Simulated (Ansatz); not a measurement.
Crystal: Ge.

```
CELL_PARAMETERS angstrom
1.48805 -2.59469 0.00000
1.48805 2.59469 0.00000
0.00000 0.00000 4.72760
ATOMIC_POSITIONS crystal
Ge 0.33345 0.66655 0.25000
Ge 0.66655 0.33345 0.75000
```

This isn't the form of Ge at room conditions, which is diamond.

- Program: Ansatz 0.2.0
- Task: relaxation of cell and atoms
- Functional: BLYP
- Potentials or basis: Ansatz PAW
- Cutoff: 420 eV (not typed: the program's choice for these potentials)
- k mesh: 10 × 10 × 6
- Occupations: fermi-dirac, width 0.05 eV
- Spin: no spin polarisation

At the start: volume 18.25 Å³/atom.

Task: Where does the relaxation end?

Result: It ends after 15 steps and the volume is 21.46 Å³/atom (+17.6 %); space group Fmmm (No. 69, to 0.05 Å).

The path:
```tsv
step	energy change (eV)	largest force (eV/Å)	volume (Å³)
1	0.0000	0.0005	36.51
2	-0.1856	0.0038	41.38
3	-0.1940	0.0055	42.45
4	-0.1954	0.0190	42.53
5	-0.1978	0.0471	42.84
6	-0.2057	0.0702	43.34
7	-0.2116	0.0457	43.55
8	-0.2208	0.0024	42.79
9	-0.2250	0.0032	42.73
10	-0.2254	0.0013	42.73
11	-0.2254	0.0002	42.72
12	-0.2296	0.0003	42.72
13	-0.2298	0.0000	42.88
14	-0.2298	0.0000	42.92
15	-0.2298	0.0000	42.92
```

Final structure:
```
CELL_PARAMETERS angstrom
1.53458 -2.68525 0.00000
1.53458 2.68525 0.00000
0.00000 0.00000 5.20774
ATOMIC_POSITIONS crystal
Ge 0.25003 0.74997 0.25000
Ge 0.74997 0.25003 0.75000
```

Caveat: the volume moved by over 15 % at a fixed basis, so the end points are rough; the plane-wave basis is chosen anew once the cell has moved, so the energies of steps on either side of that aren't comparable; the PAW data sets come from PBE, with cores solved anew for the run's functional, which leaves a small shift of forces and pressure.
